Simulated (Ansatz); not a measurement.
**Ti: the crystal squeezed far**

How does Ti (beta tin type) answer strong compression? Methods of the runs shown: PAW.

Computed with Ansatz 0.2.0 (DFT, PBE, PAW with Ansatz's default frozen-core files, scalar-relativistic, unless a step's input says otherwise).

### Step 1. Starting point

It takes space group I4_1/amd (No. 141, tetragonal). Conventional cell: a = 5.070 Å, b = 5.070 Å, c = 2.788 Å, α = 90.00°, β = 90.00°, γ = 90.00°. Ti (site symmetry -4m2) is surrounded by 6 Ti at 2.63 to 2.79 Å.

As a file:

```
CELL_PARAMETERS angstrom
-2.53497 2.53497 1.39423
2.53497 -2.53497 1.39423
2.53497 2.53497 -1.39423
ATOMIC_POSITIONS crystal
Ti 0.62500 0.87500 0.75000
Ti 0.37500 0.12500 0.25000
```

Whether this phase is the stable one at these pressures isn't tested.

Atoms are numbered in the order of the input: Ti1, Ti2.

### Step 2. Cell relaxed at zero pressure, PAW

Input file input.yaml:

```yaml
crystal:
  lattice:
    - [-2.5349708383, 2.5349708383, 1.394233961]
    - [2.5349708383, -2.5349708383, 1.394233961]
    - [2.5349708383, 2.5349708383, -1.394233961]
  atoms:
    - { symbol: Ti, position: [-0.375, -0.125, -0.25] }
    - { symbol: Ti, position: [0.375, 0.125, 0.25] }
kpoints:
  mp_grid: { grid: [15, 15, 15] }
scf:
  occupations: { method: fermi_dirac, width: 0.1 }
hamiltonian:
  xc: pbe
  pseudopotentials: { kind: paw }
output:
  forces: true
  stress: true
relax:
  f_tol: 0.005
  max_steps: 40
  cell: {}
```

Started as:

```sh
> ansatz run input.yaml --threads 1 --pin off --max-ram 2048MiB --backend cpu --events-out ev --progress --plain --runs-dir out
```

Further steps of the session: Volume scaled by 1, PAW; Shape and atoms relaxed at 0.95 of the volume, PAW; Volume scaled by 0.95, PAW; Shape and atoms relaxed at 0.85 of the volume, PAW; Volume scaled by 0.85, PAW; Shape and atoms relaxed at 0.75 of the volume, PAW; Volume scaled by 0.75, PAW; Shape and atoms relaxed at 0.65 of the volume, PAW; Volume scaled by 0.65, PAW; Shape and atoms relaxed at 0.55 of the volume, PAW; Volume scaled by 0.55, PAW; Shape and atoms relaxed at 0.45 of the volume, PAW; Volume scaled by 0.45, PAW; Shape and atoms relaxed at 0.4 of the volume, PAW; Volume scaled by 0.4, PAW.

Before running it: what results should come out? Wanted: PAW pressure at 0.4 of the volume; fitted bulk modulus at zero pressure.

**Answer**, as computed:

```
                                  quantity      value
         PAW pressure at 0.4 of the volume  422.4 GPa
fitted bulk modulus at zero pressure (PAW)     87 GPa
                   its pressure derivative       3.72
```

By PAW the pressure climbs to 422 GPa at 0.4 of the first volume. A third-order Birch-Murnaghan curve fits the range only roughly (B₀ = 87 GPa, B′ = 3.72, misfit at most 3.20 GPa). A fit over so wide a range leans to the high pressures, so B₀ can be off by several per cent. No all-electron run checks these rows here, and frozen cores can fail under such compression. The ions are at rest, and the electrons smeared by 0.1 eV.
